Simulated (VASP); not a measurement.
Input of a VASP 6.6.1 run:

The input INCAR:

```
SYSTEM = Ti
PREC     = Accurate       ! precision mode
ENCUT    = 600            ! plane-wave cutoff, eV
EDIFF    = 1E-7           ! SCF threshold, eV
ISMEAR   = 0              ! smearing method
SIGMA    = 0.1            ! smearing width, eV
LREAL    = .False.        ! projectors in reciprocal space
LASPH    = .True.         ! aspherical terms in the spheres
NELM     = 60             ! most SCF steps
ALGO     = Normal         ! electronic algorithm
ISIF     = 3              ! what is computed and relaxed
LWAVE    = .False.        ! write WAVECAR
LCHARG   = .False.        ! write CHGCAR
GGA      = PE             ! functional
IVDW     = 12             ! dispersion correction
IBRION   = 2              ! ionic algorithm
NSW      = 90             ! ionic steps
EDIFFG   = -0.005         ! ionic threshold
```

File KPOINTS:

```
Automatic mesh
0
Gamma
  18 18 10
  0 0 0
```

Contents of POSCAR:

```
Ti
1.0
    2.9357319200      0.0000000000      0.0000000000
   -1.4678659600      2.5424184200      0.0000000000
    0.0000000000      0.0000000000      4.6408561500
Ti
2
Direct
    0.3333333300      0.6666666700      0.2500000000
    0.6666666700      0.3333333300      0.7500000000
```

Potentials or basis: VASP PAW PBE potentials, release 64 (Ti_sv).

Launch:

```bash
$ cat potpaw_PBE.64/Ti_sv/POTCAR > POTCAR
$ mpirun -np 1 vasp_std > vasp.out
```

Q: Estimate the band gap on the k mesh.

A: None (metal or under the smearing width).

Q: What does it give for the relaxed volume?

A: 16.45 Å³/atom.

Q: What does it give for the space group after relaxing (to 0.05 Å)?

A: P6_3/mmc (No. 194).

Q: Predict the relaxed cell.

A: a = 2.884 Å, b = 2.884 Å, c = 4.569 Å, α = 90.00°, β = 90.00°, γ = 120.00°.

The path:
```tsv
step	energy change (eV)	largest force (eV/Å)	pressure (GPa)	volume (Å³)
1	0.0000	0.0000	-5.65	34.64
2	-0.0131	0.0000	4.94	31.67
3	-0.0317	0.0000	-0.03	32.91
4	-0.0317	0.0000	0.10	32.88
5	-0.0318	0.0000	-0.06	32.92
6	-0.0318	0.0000	-0.06	32.92
7	-0.0318	0.0000	0.00	32.91
```

Caveat: pairwise dispersion overbinds metals, which lowers pressure and volume.
